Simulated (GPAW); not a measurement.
# SrO (Fm-3m) in GPAW: convergence with density grid spacing (A)

Aim: find how far density grid spacing (A) must go before the results for SrO settle, at PBE. This setting moves, with any that are tied to it; all else stays.

Everything below comes from runs of GPAW 26.7.0. Logs are shortened: lines on timing, memory, paths and dates and some standing lists are left out, and cuts for length are marked. The log counts tension as positive stress, the text compression.

### Step 1. The crystal as given

Symmetry: Fm-3m, No. 225, cubic system. Conventional cell: a = 5.133 Å, b = 5.133 Å, c = 5.133 Å, α = 90.00°, β = 90.00°, γ = 90.00°. Sr (site symmetry m-3m) is surrounded by 6 O at 2.57 Å. O (site symmetry m-3m) has 6 Sr at 2.57 Å as nearest neighbours.

### Step 2. With density grid spacing (A) 0.24

run.py reads:

```python
from ase.dft.bandgap import bandgap
from ase.io import read, write
from ase.units import GPa
from gpaw import GPAW, PW

atoms = read('SrO.xyz')

calc = GPAW(mode=PW(800),
            h=0.24,
            xc='PBE',
            kpts={'size': (9, 9, 9), 'gamma': True},
            occupations={'name': 'fermi-dirac', 'width': 0.05},
            nbands=16,
            convergence={'density': 1e-05, 'energy': 1e-05},
            maxiter=100,
            txt='gpaw.txt')
atoms.calc = calc
energy = atoms.get_potential_energy()
forces = atoms.get_forces()
stress = atoms.get_stress()
calc.write('gs.gpw')
write('result.traj', atoms)
print(f'Energy: {energy:.6f} eV')
print('Forces (eV/A):')
print(forces.round(4))
print('Stress (GPa):', (stress / GPa).round(3))
print('Fermi level:', round(calc.get_fermi_level(), 4), 'eV')
print(f'Gap: {bandgap(calc)[0]:.4f} eV, direct: {bandgap(calc, direct=True)[0]:.4f} eV')
```

SrO.xyz reads:

```xyz
2
Lattice="0.0000000000 2.5663000000 2.5663000000 2.5663000000 0.0000000000 2.5663000000 2.5663000000 2.5663000000 0.0000000000" Properties=species:S:1:pos:R:3 pbc="T T T"
Sr     2.5663000000      2.5663000000      2.5663000000
O      0.0000000000      0.0000000000      0.0000000000
```

Potentials or basis: GPAW PAW data sets (gpaw-data 1.2.1), pw.

Launch:

```console
OMP_NUM_THREADS=1 python run.py
```

It took 7.4 s on 1 thread of Arm Neoverse V2, shared host; peak memory 0.15 GiB.

What came out:

- Free energy: -12.2867 eV
- Pressure: 3.0 GPa
- Band gap on the k mesh: 3.41 eV, indirect (least direct gap 3.49 eV)

### Step 3. With density grid spacing (A) 0.2

run.py, as its differences from that of step 2:

```diff
@@ -8,3 +8,3 @@
 calc = GPAW(mode=PW(800),
-            h=0.24,
+            h=0.2,
             xc='PBE',
```

SrO.xyz is that of step 2.

Potentials or basis: GPAW PAW data sets (gpaw-data 1.2.1), pw.

Launch:

```console
OMP_NUM_THREADS=1 python run.py
```

Wall time 9 s (1 thread of Arm Neoverse V2, shared host); peak memory 0.16 GiB.

What came out:

| Property | Result |
| --- | --- |
| Free energy | -12.2974 eV |
| Pressure | 4.0 GPa |
| Band gap on the k mesh | 3.42 eV, indirect (least direct gap 3.50 eV) |

### Step 4. With density grid spacing (A) 0.17

run.py, as its differences from that of step 3:

```diff
@@ -8,3 +8,3 @@
 calc = GPAW(mode=PW(800),
-            h=0.2,
+            h=0.17,
             xc='PBE',
```

SrO.xyz is that of step 3.

Launch:

```console
OMP_NUM_THREADS=1 python run.py
```

It took 14 s on 1 thread of Arm Neoverse V2, shared host; peak memory 0.16 GiB.

Results:

```yaml
Free_energy: -12.2911 eV
Pressure: 3.8 GPa
Band_gap_on_the_k_mesh: 3.42 eV, indirect (least direct gap 3.50 eV)
```

### Step 5. With density grid spacing (A) 0.15

run.py, as its differences from that of step 4:

```diff
@@ -8,3 +8,3 @@
 calc = GPAW(mode=PW(800),
-            h=0.17,
+            h=0.15,
             xc='PBE',
```

SrO.xyz is that of step 4.

Launch:

```console
OMP_NUM_THREADS=1 python run.py
```

It took 14 s on 1 thread of Arm Neoverse V2, shared host; peak memory 0.17 GiB.

Results (log left out):

```yaml
Free_energy: -12.2911 eV
Pressure: 3.8 GPa
Band_gap_on_the_k_mesh: 3.42 eV, indirect (least direct gap 3.50 eV)
```

### Step 6. With density grid spacing (A) 0.13

run.py, as its differences from that of step 5:

```diff
@@ -8,3 +8,3 @@
 calc = GPAW(mode=PW(800),
-            h=0.15,
+            h=0.13,
             xc='PBE',
```

SrO.xyz is that of step 5.

Potentials or basis: GPAW PAW data sets (gpaw-data 1.2.1), pw.

Launch:

```console
OMP_NUM_THREADS=1 python run.py
```

Wall time 20 s (1 thread of Arm Neoverse V2, shared host); peak memory 0.17 GiB.

It converged, with:

* Free energy: -12.2910 eV
* Pressure: 3.8 GPa
* Band gap on the k mesh: 3.42 eV, indirect (least direct gap 3.50 eV)

### Step 7. With density grid spacing (A) 0.11

run.py, as its differences from that of step 6:

```diff
@@ -8,3 +8,3 @@
 calc = GPAW(mode=PW(800),
-            h=0.13,
+            h=0.11,
             xc='PBE',
```

SrO.xyz is that of step 6.

Launch:

```console
OMP_NUM_THREADS=1 python run.py
```

Run time: 39 s. Hardware: 1 thread of Arm Neoverse V2, shared host; peak memory 0.2 GiB.

The run converged. Its results:

- Free energy: -12.2909 eV
- Pressure: 3.8 GPa
- Band gap on the k mesh: 3.42 eV, indirect (least direct gap 3.50 eV)

### Step 8. With density grid spacing (A) 0.09

run.py, as its differences from that of step 7:

```diff
@@ -8,3 +8,3 @@
 calc = GPAW(mode=PW(800),
-            h=0.11,
+            h=0.09,
             xc='PBE',
```

SrO.xyz is that of step 7.

Potentials or basis: GPAW PAW data sets (gpaw-data 1.2.1), pw.

Launch:

```console
OMP_NUM_THREADS=1 python run.py
```

gpaw.txt:

```text
__  _  _
 | _ |_)|_||  |
 |__||  | ||/\| - 26.7.0

Input parameters:
  mode=PW(ecut=800.0),
  convergence={'density': 1e-05, 'energy': 1e-05},
  h=0.09,
  kpts=MonkhorstPack(size=(9, 9, 9), gamma=True),
  maxiter=100,
  nbands=16,
  occupations=Occupations(name='fermi-dirac', width=0.05),
  xc=XC(name='PBE')

Diagonalizing LCAO Hamiltonian
Converting LCAO to pw mode

               Sr

       O

Atoms  # Å, Bohr magnetons
|   | symbol |        x |        y |        z |    initial magnetic moments |
|---|--------|----------|----------|----------|-----------------------------|
| 0 |     Sr | 2.566300 | 2.566300 | 2.566300 | ( 0.0000,  0.0000,  0.0000) |
| 1 |      O | 0.000000 | 0.000000 | 0.000000 | ( 0.0000,  0.0000,  0.0000) |

Unit cell  # Å
| periodic |        x |        y |        z |  lengths |    angles |
|----------|----------|----------|----------|----------|-----------|
|      yes | 0.000000 | 2.566300 | 2.566300 | 3.629296 | 60.000000 |
|      yes | 2.566300 | 0.000000 | 2.566300 | 3.629296 | 60.000000 |
|      yes | 2.566300 | 2.566300 | 0.000000 | 3.629296 | 60.000000 |

Number of symmetries: 48
Symmetry operations  # r_c * U_cc + t_c -> r_c
|    | kind |            matrix            |
|----|------|------------------------------|
|  0 |  σ   |  1, 0, 0,  1, 0,-1,  1,-1, 0 |
|  1 |  C2  |  1, 0, 0,  1,-1, 0,  1, 0,-1 |
|  2 |  E   |  1, 0, 0,  0, 1, 0,  0, 0, 1 |
|  3 |  σ   |  1, 0, 0,  0, 0, 1,  0, 1, 0 |
|  4 |  C4  |  1, 0,-1,  1, 0, 0,  1,-1, 0 |
|  5 |  S6  |  1, 0,-1,  1,-1, 0,  1, 0, 0 |
|  6 |  σ   |  1, 0,-1,  0, 1,-1,  0, 0,-1 |
|  7 |  C3  |  1, 0,-1,  0, 0,-1,  0, 1,-1 |
|  8 |  S6  |  1,-1, 0,  1, 0, 0,  1, 0,-1 |
|  9 |  C4  |  1,-1, 0,  1, 0,-1,  1, 0, 0 |
| 10 |  C3  |  1,-1, 0,  0,-1, 1,  0,-1, 0 |
| 11 |  σ   |  1,-1, 0,  0,-1, 0,  0,-1, 1 |
| 12 |  σ   |  0, 1, 0,  1, 0, 0,  0, 0, 1 |
| 13 |  C4  |  0, 1, 0,  0, 1,-1, -1, 1, 0 |
| 14 |  C3  |  0, 1, 0,  0, 0, 1,  1, 0, 0 |
| 15 |  S6  |  0, 1, 0, -1, 1, 0,  0, 1,-1 |
| 16 |  C2  |  0, 1,-1,  1, 0,-1,  0, 0,-1 |
| 17 |  σ   |  0, 1,-1,  0, 1, 0, -1, 1, 0 |
| 18 |  S4  |  0, 1,-1,  0, 0,-1,  1, 0,-1 |
| 19 |  C4  |  0, 1,-1, -1, 1, 0,  0, 1, 0 |
| 20 |  C3  |  0, 0, 1,  1, 0, 0,  0, 1, 0 |
| 21 |  σ   |  0, 0, 1,  0, 1, 0,  1, 0, 0 |
| 22 |  S6  |  0, 0, 1,  0,-1, 1, -1, 0, 1 |
| 23 |  C4  |  0, 0, 1, -1, 0, 1,  0,-1, 1 |
| 24 |  S4  |  0, 0,-1,  1, 0,-1,  0, 1,-1 |
| 25 |  C3  |  0, 0,-1,  0, 1,-1,  1, 0,-1 |
| 26 |  C2  |  0, 0,-1,  0,-1, 0, -1, 0, 0 |
| 27 |  S6  |  0, 0,-1, -1, 0, 0,  0,-1, 0 |
| 28 |  S4  |  0,-1, 1,  1,-1, 0,  0,-1, 0 |
| 29 |  C4  |  0,-1, 1,  0, 0, 1, -1, 0, 1 |
| 30 |  C2  |  0,-1, 1,  0,-1, 0,  1,-1, 0 |
| 31 |  σ   |  0,-1, 1, -1, 0, 1,  0, 0, 1 |
| 32 |  C3  |  0,-1, 0,  1,-1, 0,  0,-1, 1 |
| 33 |  S6  |  0,-1, 0,  0, 0,-1, -1, 0, 0 |
| 34 |  S4  |  0,-1, 0,  0,-1, 1,  1,-1, 0 |
| 35 |  C2  |  0,-1, 0, -1, 0, 0,  0, 0,-1 |
| 36 |  C2  | -1, 1, 0,  0, 1, 0,  0, 1,-1 |
| 37 |  S6  | -1, 1, 0,  0, 1,-1,  0, 1, 0 |
| 38 |  S4  | -1, 1, 0, -1, 0, 1, -1, 0, 0 |
| 39 |  C3  | -1, 1, 0, -1, 0, 0, -1, 0, 1 |
| 40 |  S6  | -1, 0, 1,  0, 0, 1,  0,-1, 1 |
| 41 |  C2  | -1, 0, 1,  0,-1, 1,  0, 0, 1 |
| 42 |  C3  | -1, 0, 1, -1, 1, 0, -1, 0, 0 |
| 43 |  S4  | -1, 0, 1, -1, 0, 0, -1, 1, 0 |
| 44 |  C2  | -1, 0, 0,  0, 0,-1,  0,-1, 0 |
| 45 |  i   | -1, 0, 0,  0,-1, 0,  0, 0,-1 |
| 46 |  σ   | -1, 0, 0, -1, 1, 0, -1, 0, 1 |
| 47 |  C2  | -1, 0, 0, -1, 0, 1, -1, 1, 0 |

BZ-sampling:
  Number of BZ points: 729
  Number of IBZ points: 35

  Monkhorst-Pack size: [9, 9, 9]
  Monkhorst-Pack shift: [0, 0, 0]

K-points  # in reciprocal-cell coordinates
|     |                                coordinates |     weight |
|-----|--------------------------------------------|------------|
|   0 | (  0.00000000,   0.00000000,   0.00000000) | 0.00137174 |
|   1 | (  0.11111111,   0.11111111,   0.00000000) | 0.00823045 |
|   2 | (  0.11111111,   0.11111111,   0.11111111) | 0.01097394 |
|   3 | (  0.22222222,   0.11111111,   0.11111111) | 0.01646091 |
|   4 | (  0.22222222,   0.22222222,   0.00000000) | 0.00823045 |
|   5 | (  0.22222222,   0.22222222,   0.11111111) | 0.03292181 |
|   6 | (  0.22222222,   0.22222222,   0.22222222) | 0.01097394 |
|   7 | (  0.33333333,   0.22222222,   0.11111111) | 0.03292181 |
|   8 | (  0.33333333,   0.22222222,   0.22222222) | 0.03292181 |
|   9 | (  0.33333333,   0.33333333,  -0.33333333) | 0.01646091 |
| ... |                                            |            |
|  34 | (  0.44444444,   0.44444444,   0.44444444) | 0.01097394 |

Plane wave coefficients: 1807
Cutoff: 800.0 eV

Spin-components: 1 (collinear spins)
Bands:           16
Projectors:      10
Spin-degeneracy: 2
Datatype:        complex128

Parallelization:
  kpt:    1
  domain: 1
  band:   1

Density:
  Valence electrons: 16.0
  Components: 1
  Grid points: [42 42 42]
  Charge: 0.0  # |e|

Potential:
  Grid points: [42 42 42]

species:
  Sr:
    name:    Strontium
    Z:       38.0
    valence: 10
    core:    28
    charge:  0.0  # [|e|]
    compensation charges:
      type: gauss
      rc: 0.40  # [Å]
      lmax: 2
    cutoffs:
      filter: 2.39  # [Å]
      core: 1.85  # [Å]
    projectors
    | kind |    occ | energy [eV] | rcut [Å] |
    |------|--------|-------------|----------|
    |   4s |  2.000 |     -40.883 |    1.291 |
    |   5s |  2.000 |      -3.525 |    1.291 |
    |   4p |  6.000 |     -22.826 |    1.291 |
    |    p |        |       4.386 |    1.291 |
    |    d |        |       0.000 |    1.254 |

    Using partial waves for Sr as LCAO basis

  O:
    name:    Oxygen
    Z:       8.0
    valence: 6
    core:    2
    charge:  0.0  # [|e|]
    compensation charges:
      type: gauss
      rc: 0.21  # [Å]
      lmax: 2
    cutoffs:
      filter: 1.17  # [Å]
      core: 0.83  # [Å]
    projectors
    | kind |    occ | energy [eV] | rcut [Å] |
    |------|--------|-------------|----------|
    |   2s |  2.000 |     -23.961 |    0.688 |
    |   2p |  4.000 |      -9.029 |    0.598 |
    |    s |        |       3.251 |    0.688 |
    |    p |        |      18.182 |    0.598 |
    |    d |        |       0.000 |    0.619 |

    Using partial waves for O as LCAO basis

Reference energy: -88537.622309  # eV

eigensolver:
  PPCG
  Converge bands: occupied
  niter=2

density mixing:
  MSR1-Mixer
  Pratt-step length: 0.05
  Maximum mixing coefficient: 0.75
  Old densities: 10
  SVD Regularization: 0.005
  Good broyden scale: 1.0
  Trust region scale: 1.0
  Backstep threshold: 4.0
  History deletion threshold: 6.0
  Fourier metric: weight=20.0, sigma=0.015

occupation numbers:
  Fermi-Dirac:
    width: 0.0500  # eV

poisson solver:
  ecut: 6400.0  # eV

xc functional:
  name: PBE with 2 nearest neighbor stencil

convergence criteria:
- Maximum integral of absolute [dens]ity change: 1e-05 electrons / valence electron
- Maximum [total energy] change in last 3 cyles: 1e-05 eV / valence electron
- Maximum integral of absolute [eigenst]ate change: 4e-08 eV^2 / valence electron
maximum number of iterations: 100

SCF iterations
|iter     | |      energy | eigst |  dens |
|---------|-|-------------|-------|-------|
|iter:   1| |  -13.850889 | +0.46 |       |
|iter:   2| |  -13.352188 | -1.96 | -0.92 |
|iter:   3| |  -12.282844 | -1.22 | -0.98 |
|iter:   4| |  -12.279650 | -2.77 | -1.44 |
|iter:   5| |  -12.290924 | -3.18 | -1.65 |
|iter:   6| |  -12.290756 | -4.84 | -2.67 |
|iter:   7| |  -12.290827 | -5.46 | -3.06 |
|iter:   8| |  -12.290833c| -6.64 | -3.60 |
|iter:   9| |  -12.290833c| -7.44c| -4.63 |
|iter:  10| |  -12.290833c| -7.75c| -5.04c|

Converged in 10 steps
Energy contributions relative to reference atoms: (reference = -88537.622309)

Energy contributions:
  Kinetic:          16.741793
  Coulomb:         -13.853216
  Zero:             -0.111022
  External:          0.000000
  Xc:              -15.068388
  Entropy:          -0.000000
  Spinorbit:         0.000000
  ----------------------------
  Free energy:     -12.290833
  Extrapolated:    -12.290833

dipole moment: (-14.413117, -14.413117, -14.413117)  # |e|*Ang

Fermi level: 6.122
Eigenvalues  # (at kpt = [0.000, 0.000, 0.000])
| band index |      eig [eV] | occ [0-2] |
|------------|---------------|-----------|
|          0 |       -27.101 |     2.000 |
|          1 |        -9.883 |     2.000 |
|          2 |        -8.757 |     2.000 |
|          3 |        -8.757 |     2.000 |
|          4 |        -8.757 |     2.000 |
|          5 |         5.151 |     2.000 |
[... 8 lines left out ...]
|         14 |        17.651 |     0.000 |
|         15 |        28.472 |     0.000 |

Gap: 3.417 eV
Transition (v -> c):
  (s=0, k=0, n=7, [0.00, 0.00, 0.00]) -> (s=0, k=30, n=8, [0.44, 0.44, 0.00])
Direct/indirect transitions are different
Direct gap: 3.499 eV
Transition at: (s=0, k=30, n=7, [0.44, 0.44, 0.00])

Forces  # eV/Ang
|        x |       y |        z |
|----------|---------|----------|
| -0.00000 | 0.00000 |  0.00000 |  # Sr   0
| -0.00000 | 0.00000 | -0.00000 |  # O    1

Stress tensor  # eV/Ang^3
|         x |         y |         z |
|-----------|-----------|-----------|
| -0.023895 | -0.000000 | -0.000000 |
| -0.000000 | -0.023895 |  0.000000 |
| -0.000000 |  0.000000 | -0.023895 |

# Writing to gs.gpw (mode='')
```

stdout:

```text
Energy: -12.290833 eV
Forces (eV/A):
[[-0.  0.  0.]
 [-0.  0. -0.]]
Stress (GPa): [-3.828 -3.828 -3.828  0.    -0.    -0.   ]
Fermi level: 6.1218 eV
Gap: 3.4175 eV, direct: 3.4991 eV
```

It took 60 s on 1 thread of Arm Neoverse V2, shared host; peak memory 0.25 GiB.

Results:

```
Free energy            : -12.2908 eV
Pressure               : 3.8 GPa
Band gap on the k mesh : 3.42 eV, indirect (least direct gap 3.50 eV)
```

### Step 9. Summary

```
density grid spacing (A)  energy less the tightest run, at zero smearing (meV/atom)  pressure (GPa)  gap on the mesh (eV)  SCF cycles  CPU time (s)  peak memory (GiB)
                    0.24                                                       2.08            3.04                 3.410          10           7.4               0.15
                     0.2                                                      -3.27            3.96                 3.417          10             9               0.16
                    0.17                                                      -0.13            3.83                 3.417          10            14               0.16
                    0.15                                                      -0.11            3.83                 3.417          10            14               0.17
                    0.13                                                      -0.07            3.83                 3.417          10            20               0.17
                    0.11                                                      -0.02            3.83                 3.417          10            39                0.2
                    0.09                                                       0.00            3.83                 3.417          10            60               0.25
```

Against the tightest run, the energy stays within 1 meV/atom from 0.17 on; the pressure stays within 0.1 GPa from 0.17 on; the gap on the mesh stays within 0.01 eV from 0.24 on. The tightest run that finished is the yardstick and may itself not be fully converged.

Caveats: an odd mesh through Γ misses points on the zone boundary, where band edges often lie.
